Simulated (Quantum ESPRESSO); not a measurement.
Re:

```
CELL_PARAMETERS angstrom
2.83254 0.00000 0.00000
-1.41627 2.45305 0.00000
0.00000 0.00000 4.57405
ATOMIC_POSITIONS crystal
Re 0.66667 0.33333 0.75000
Re 0.33333 0.66667 0.25000
```

The cell isn't the ideal one: volume scaled by 1.08.

* Program: Quantum ESPRESSO 7.5
* Task: phonons
* Functional: RPBE
* Potentials or basis: PseudoDojo 0.5 SR PBE stringent
* Cutoff: 980 eV
* Density cutoff: 3918 eV
* k mesh: 8 × 8 × 4, shifted
* Occupations: cold, width 0.2 eV
* Spin: no spin polarisation
* Mixing beta: 0.5
* Most SCF iterations: 120
* SCF threshold: 4e-10 Ry

At Γ the optical frequencies are 77 96 96 cm⁻¹, at a pressure of -16.1 GPa.

Question: How do the modes respond when the cell is scaled evenly, at fixed shape?

Answer: The highest mode has a Grüneisen parameter of 1.15. None of the listed modes softens on compression. Real pressure also changes the shape of this cell, most of all in layered crystals, so these aren't the shifts under hydrostatic load.

Frequencies at 99 % and 101 % of the volume (pressures -13.2 and -18.8 GPa), ions relaxed:
| mode | 99 % (cm⁻¹) | 101 % (cm⁻¹) | Grüneisen parameter |
| --- | --- | --- | --- |
| 4 | 86.1 | 66.5 | 12.88 |
| 5 | 96.9 | 94.7 | 1.15 |
| 6 | 96.9 | 94.7 | 1.15 |

Modes are matched by their order; those that don't vary smoothly over the three volumes are left out.

Caveat: the k mesh is coarse; the mesh is thin for the phonons of a metal; the potentials were made for another functional, which shifts forces and pressure; the cell is more than 3 GPa from zero pressure, which shifts response properties.
